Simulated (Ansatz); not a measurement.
The following input was run with Ansatz 0.2.0.

```yaml
crystal:
  lattice:
    - [0.0, 3.5803362911, 3.5803362911]
    - [3.5803362911, 0.0, 3.5803362911]
    - [3.5803362911, 3.5803362911, 0.0]
  atoms:
    - { symbol: Si, position: [0.0, 0.0, 0.0] }
    - { symbol: W, position: [0.25, 0.25, 0.25] }
    - { symbol: W, position: [0.75, 0.75, 0.75] }
    - { symbol: W, position: [0.5, 0.5, 0.5] }
basis:
  ecutwfc: 420
kpoints:
  mp_grid: { grid: [10, 10, 10] }
hamiltonian:
  xc: pbesol
scf:
  occupations: { method: gaussian, width: 0.1 }
output:
  forces: true
  stress: true
  eigenvalues: true
  write_density: true
  write_potential: true
  elf: true
  volumetric_format: npy
```

Command:
```bash
ansatz run input.yaml --threads 1 --pin off --max-ram 1331MiB --backend cpu --events-out ev --progress --plain --runs-dir out
```

Level of theory: DFT PBEsol, scalar-relativistic, plane waves, PAW in Ansatz.

Part of what the program printed, abridged (iterations and final results):

```
SCF iter   1: F=—  HF=-31383.593086 eV  |F-HF|=—  |Δ(HF+E_count)|=         —  Δρ=1.60e-2  dr2=6.30e-1  ethr=1.77e-3  ⟨swp⟩=4.7  Hψ=5341  notcnv=0
SCF iter   2: F=—  HF=-31383.538548 eV  |F-HF|=—  |Δ(HF+E_count)|=   5.45e-2  Δρ=6.15e-3  dr2=7.94e-2  ethr=1.37e-3  ⟨swp⟩=1.0  Hψ=1692  notcnv=0
SCF iter   3: F=—  HF=-31383.530390 eV  |F-HF|=—  |Δ(HF+E_count)|=   8.16e-3  Δρ=1.15e-3  dr2=8.09e-4  ethr=1.73e-4  ⟨swp⟩=2.0  Hψ=1477  notcnv=0
SCF iter   4: F=—  HF=-31383.530281 eV  |F-HF|=—  |Δ(HF+E_count)|=   1.09e-4  Δρ=2.47e-4  dr2=1.39e-4  ethr=1.76e-6  ⟨swp⟩=2.0  Hψ=1821  notcnv=0
SCF iter   5: F=—  HF=-31383.530268 eV  |F-HF|=—  |Δ(HF+E_count)|=   1.31e-5  Δρ=5.14e-5  dr2=4.52e-6  ethr=3.03e-7  ⟨swp⟩=2.1  Hψ=1549  notcnv=0
SCF iter   6: F=—  HF=-31383.530263 eV  |F-HF|=—  |Δ(HF+E_count)|=   5.30e-6  Δρ=7.39e-6  dr2=5.00e-8  ethr=2.17e-10  ⟨swp⟩=9.6  Hψ=9445  notcnv=0
SCF iter   7: F=-31383.530263 eV  HF=-31383.530263 eV  |F-HF|=1.03e-8  |Δ(HF+E_count)|=  1.24e-10  Δρ=2.54e-6  dr2=1.20e-8  ethr=1.09e-10  ⟨swp⟩=5.9  Hψ=7334  notcnv=0
the search or the solves at the SCF's close seem to have found levels that the self-consistency loop had missed (the run counts 1). By its estimate they hold under 1e-12 electrons; where the run keeps them, the occupations were computed again with them
SCF 1 converged in 7 iterations: F = -31383.530263 eV  dr2 = 1.20e-8
SCF converged after 7 iterations
Free energy (F): -31383.530263 eV
Harris-Foulkes:  -31383.530263 eV  (|F-HF|=1.03e-8)
Internal energy: -31383.505482 eV  (E = F + TS)
E sigma→0 (E₀):  -31383.517872 eV
Entropy (-TS):   -0.024781 eV (-6.195 meV/atom)
Fermi energy:    12.028976 eV
--- Per-component energies (eV) ---
  E_band       = -641.642142
  E_kinetic    = 1345.868544
  E_local      = -3057.268613  (includes V_loc(G=0)·N_el)
  E_nonlocal   = 34.545371
  E_hartree    = 1076.165149
  E_xc         = -829.640205
  E_vxc        = -735.819318  (∫ρ·V_xc dr)
  E_paw        = -25804.475973  (= ΣΔE_a)
  E_vpaw       = -381.298075  (= ΣTr[D̂ρ^β])
  E_aug_tail   = -0.000177  (compensation charges beyond the density's cutoff)
  E_ewald      = -4149.396514
  E_core_change = 0.696937  (= ΣΔE_core)
  E_smearing   = -0.024781  (= −TS)
--- Forces (eV/Å), atoms counted from 1 ---
  atom   1  Si     0.00000000     0.00000000     0.00000000
  atom   2  W      0.00000000     0.00000000     0.00000000
  atom   3  W      0.00000000     0.00000000     0.00000000
  atom   4  W      0.00000000     0.00000000     0.00000000
--- Stress (GPa, compression-positive) ---
      -46.128773       0.000000       0.000000
        0.000000     -46.128773       0.000000
        0.000000       0.000000     -46.128773
  P = ⅓ Tr σ = -46.1288 GPa (-461.288 kbar)
--- Band table (eV; the first three rows and the last of 47) ---
  k-point 0: bands = ["-62.5483", "-62.2692", "-62.2664", "-26.6451", "-26.6451", "-26.6451", "-26.3857", "-26.3857", "-26.3857", "-26.3153", "-26.3153", "-26.3153", "3.1324", "9.1161", "9.1161", "9.1161", "9.4013", "9.4013", "10.1918", "10.6657", "10.6657", "10.6657", "13.1898", "13.1898", "13.1898", "13.6582", "13.6582", "14.0933"]
  k-point 1: bands = ["-62.5483", "-62.2692", "-62.2665", "-26.6463", "-26.6463", "-26.6452", "-26.3838", "-26.3838", "-26.3813", "-26.3197", "-26.3159", "-26.3159", "3.2219", "8.6595", "9.0362", "9.0362", "9.5760", "9.5760", "10.5319", "10.6468", "10.6468", "10.7876", "12.8190", "13.0211", "13.0211", "13.6272", "13.6272", "14.0952"]
  k-point 2: bands = ["-62.5481", "-62.2691", "-62.2668", "-26.6494", "-26.6494", "-26.6450", "-26.3790", "-26.3790", "-26.3703", "-26.3315", "-26.3176", "-26.3176", "3.4775", "8.0077", "8.9702", "8.9702", "9.8965", "9.8965", "10.2158", "10.6129", "10.6129", "11.6758", "12.3211", "12.6616", "12.6616", "13.5630", "13.5630", "13.9779"]
  k-point 46: bands = ["-62.5475", "-62.2684", "-62.2680", "-26.6727", "-26.6537", "-26.6368", "-26.3930", "-26.3388", "-26.3376", "-26.3374", "-26.3355", "-26.3353", "4.7051", "7.5400", "7.9606", "8.3990", "9.6847", "10.4787", "10.5349", "10.5810", "11.2419", "11.4301", "11.5463", "12.4986", "12.5680", "12.8495", "13.0735", "13.2223"]
```

The run converged.

Spin–orbit coupling is left out, which can shift energies with elements as heavy as these.